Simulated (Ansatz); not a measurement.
Method: DFT PBE, scalar-relativistic, plane waves, PAW in Ansatz. Settings: cutoff 420 eV, Γ-centred meshes spaced at most about 0.3 Å⁻¹, and about 0.25 Å⁻¹ or finer for metals (2π included), Gaussian smearing. No spin polarisation.

These are static total energies at zero pressure.

Compare these two cells of Al5P2, each relaxed at this level.

A.

```
Al P
1.0
     1.75413    1.01275   11.80727
    -1.75413    1.01275   11.80727
     0.00000   -2.02549   11.80727
Al P
5 2
Direct
  0.22287 0.22287 0.22287
  0.77714 0.77714 0.77714
  0.30458 0.30458 0.30458
  0.69542 0.69542 0.69542
  0.50000 0.50000 0.50000
  0.06925 0.06925 0.06925
  0.93075 0.93075 0.93075
```

B.

```
Al P
1.0
     2.62447   -2.62548    0.00000
     2.62447    2.62548    0.00000
    -2.52346    0.00000    9.96381
Al P
5 2
Direct
  0.48429 0.08180 0.06493
  0.91820 0.51571 0.93507
  0.34249 0.94694 0.79671
  0.05306 0.65751 0.20329
  0.69695 0.30305 0.50000
  0.76944 0.87343 0.64648
  0.12657 0.23056 0.35352
```

Task: Which would you expect to be lower, and how large is the difference?

Result: B is lower, by 16 meV/atom. A has space group R-3m (No. 166), 18.0 Å³/atom and no gap on its mesh; B has space group C2 (No. 5), 19.6 Å³/atom and no gap. Counting Al atoms around P (those within 1.25 times the shortest such distance or 1.15 times the sum of covalent radii, 1.27 where that leaves under three), A has P 6 and B has P 4. The lower one is the more open, so pressure narrows the difference. In A, Al on a site of symmetry 3m is surrounded by 3 P at 2.50 Å and 4 Al at 2.84–2.89 Å; Al on a second site of symmetry 3m is surrounded by 3 P at 2.48 Å and 4 Al at 2.87–2.89 Å; P has 6 Al at 2.48–2.50 Å; 1 more site not described. In B, around Al on a site of symmetry 1 lie 1 Al at 2.67 Å and 8 Al at 2.91–2.99 Å; around Al on a second site of symmetry 1 lie 2 P at 2.38–2.39 Å, 1 Al at 2.67 Å and 4 Al at 2.94–2.99 Å; around P lie 4 Al at 2.36–2.39 Å; 1 more site not described. Both come from invented guesses. The lowest form computed isn't among them: it has space group P-4m2 (No. 115), 20.7 Å³/atom and lies 29 meV/atom below the best shown.

For metals, differences of a few meV/atom aren't resolved. In R-3m, C2 an odd number of electrons in the primitive cell allows no gap without spin; a larger cell or a magnetic state could open one. Cells relaxed within their symmetry can be saddle points. Some types were kept out of the candidates beforehand, so the set may lack a known form.
